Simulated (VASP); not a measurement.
# NaCl in VASP 6.6.1, single-point calculation

INCAR

```
NSW = 0
ENCUT = 520
SIGMA = 0.02
PREC = Accurate
LCHARG = .FALSE.
LREAL = .FALSE.
NELM = 72
ISIF = 2
EDIFF = 1E-7
IBRION = -1
LWAVE = .FALSE.
GGA = ZZ
ISMEAR = -1
LASPH = .TRUE.
NBANDS = 14
```

KPOINTS

```
KPOINTS created by Atomic Simulation Environment
0
Gamma
8 8 8
0 0 0
```

POSCAR

```
Na Cl
 1.0000000000000000
     0.0000000000000000    2.7589767059999999    2.8245598581000002
     2.7589767059999999    0.0000000000000000    2.8245598581000002
     2.7589767059999999    2.7589767059999999    0.0000000000000000
 Na  Cl
   1   1
Cartesian
  0.0000000000000000  0.0000000000000000  0.0000000000000000
  2.7589767059999999  2.7589767059999999  2.8245598581000002
```

The recommended PBE PAW datasets give the neutral cell 14 valence electrons.

Command

```
mpirun -np 1 vasp_std
```

Standard output (part)

```
POSCAR found type information on POSCAR NaCl
 POSCAR found :  2 types and       2 ions
|     EEEEEEE  RRRRRR   RRRRRR   OOOOOOO  RRRRRR      ###     ###     ###     |
|     E        R     R  R     R  O     O  R     R     ###     ###     ###     |
|     E        R     R  R     R  O     O  R     R     ###     ###     ###     |
|     EEEEE    RRRRRR   RRRRRR   O     O  RRRRRR       #       #       #      |
|     E        R    R   R    R   O     O  R    R      ###     ###     ###     |
|     EEEEEEE  R     R  R     R  OOOOOOO  R     R     ###     ###     ###     |
|     Error: One of the selected functionals does not exist.                  |
|       ---->  I REFUSE TO CONTINUE WITH THIS SICK JOB ... BYE!!! <----       |
```

VASP stopped before the first electronic step.

Task: Find the fault in these files.

Result: Unknown functional word. VASP stopped before the first electronic step.
